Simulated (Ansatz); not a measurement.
**CuO under changes of volume**

One of the cells (9.699 Å³/atom); the others are scaled copies at fixed shape and fractional positions:

```xyz
4
Lattice="3.1795 0.0000 0.0000 -1.5898 2.7536 0.0000 0.0000 0.0000 4.4315" Properties=species:S:1:pos:R:3 pbc="T T T"
Cu    0.0000    0.0000    0.0000
Cu    0.0000    0.0000    2.2157
O     0.0000    1.8357    1.1079
O     1.5898    0.9179    3.3236
```

Measurements of this composition are mostly on another form, of space group No. 15.

```yaml
Program: Ansatz 0.2.0
Functional: PBE
Potentials_or_basis: Ansatz PAW
Cutoff: "420 eV (not typed: the program's choice for these potentials)"
k_mesh: 10 × 10 × 6
Occupations: fermi-dirac, width 0.05 eV
Spin: no spin polarisation
```

| volume (Å³/atom) | energy over the lowest point (meV/atom) | pressure (GPa) |
| --- | --- | --- |
| 9.117 | 52.07 | 20.0 |
| 9.311 | 31.10 | 14.9 |
| 9.505 | ? | ? |
| 9.699 | 6.14 | 6.2 |
| 9.893 | 0.98 | 2.6 |
| 10.087 | 0.00 | -0.7 |
| 10.281 | 2.76 | -3.7 |

Question: What does the run at 9.505 Å³/atom give?

Answer: Energy over the lowest point 16.00 meV/atom; pressure 10.3 GPa.

Worked out: A Birch-Murnaghan fit of order 3 (a polynomial in V^(-2/3)) to the other rows has its minimum at 10.04 Å³/atom with B0 = V·E''(V) = 164 GPa and B' = 4.8 at fixed shape and positions, which overstates the stiffness. It gives 16.00 meV/atom at 9.505 Å³/atom, against the run's 16.00, and -dE/dV = 10.2 GPa, against 10.3.

Energies are extrapolated to zero smearing.

Caveats: the run has no spin polarisation, though such a crystal can be magnetic.
